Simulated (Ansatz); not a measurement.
# Ti: the cost of one run

Method: DFT PBE, scalar-relativistic, in Ansatz 0.2.0.

**1. Starting point**

The structure is hexagonal, space group P6_3/mmc (No. 194). The conventional cell has a = 2.950 Å, b = 2.950 Å, c = 4.686 Å, α = 90.00°, β = 90.00°, γ = 120.00°. Ti (site symmetry -6m2) is surrounded by 12 Ti at 2.90 to 2.95 Å.

Structure file:

```cif
data_structure
_symmetry_space_group_name_H-M 'P6_3/mmc'
_symmetry_Int_Tables_number 194
_cell_length_a 2.9500
_cell_length_b 2.9500
_cell_length_c 4.6860
_cell_angle_alpha 90.000
_cell_angle_beta 90.000
_cell_angle_gamma 120.000
_cell_volume 35.32
loop_
_atom_site_label
_atom_site_type_symbol
_atom_site_symmetry_multiplicity
_atom_site_Wyckoff_symbol
_atom_site_fract_x
_atom_site_fract_y
_atom_site_fract_z
_atom_site_occupancy
Ti1 Ti 2 c 0.33333 0.66667 0.25000 1
```

The file gives the conventional cell by its symmetry; the runs use the cell typed in the input.

Atoms are numbered in the order of the input: Ti1, Ti2.

**2. The deformed structure**

Space group P6_3/mmc before, P6_3/mmc after.

**3. Full-potential LAPW**

File input.yaml:

```yaml
crystal:
  lattice:
    - [2.9499978604, 0.0, 0.0]
    - [-1.4749989302, 2.5547730882, 0.0]
    - [0.0, 0.0, 4.63914]
  atoms:
    - { symbol: Ti, position: [0.3333333333, 0.6666666667, 0.25] }
    - { symbol: Ti, position: [0.6666666667, 0.3333333333, 0.75] }
kpoints:
  mp_grid: { grid: [13, 13, 7] }
  band_path:
    path:
      - [0.0, 0.0, 0.0]
      - [0.5, 0.0, 0.0]
      - [0.3333333333, 0.3333333333, 0.0]
      - [0.0, 0.0, 0.0]
      - [0.0, 0.0, 0.5]
      - [0.5, 0.0, 0.5]
      - [0.3333333333, 0.3333333333, 0.5]
      - [0.0, 0.0, 0.5]
      - [0.5, 0.0, 0.5]
    npoints: 5
scf:
  occupations: { method: fermi_dirac, width: 0.08 }
hamiltonian:
  xc: pbe
  pseudopotentials: { kind: all_electron, lapw: { basis_error: 0.0005 } }
output:
  forces: true
  stress: true
  eigenvalues: true
```

Command:

```
$ ansatz run input.yaml --threads 1 --pin off --max-ram 3072MiB --backend cpu --events-out ev --progress --plain --runs-dir out
```

What time and memory should one allow on 1 thread of Intel Xeon Platinum 8259CL at 2.50GHz (Skylake/Cascade Lake), shared host?

About 12 s, with a peak of 0.38 GiB.
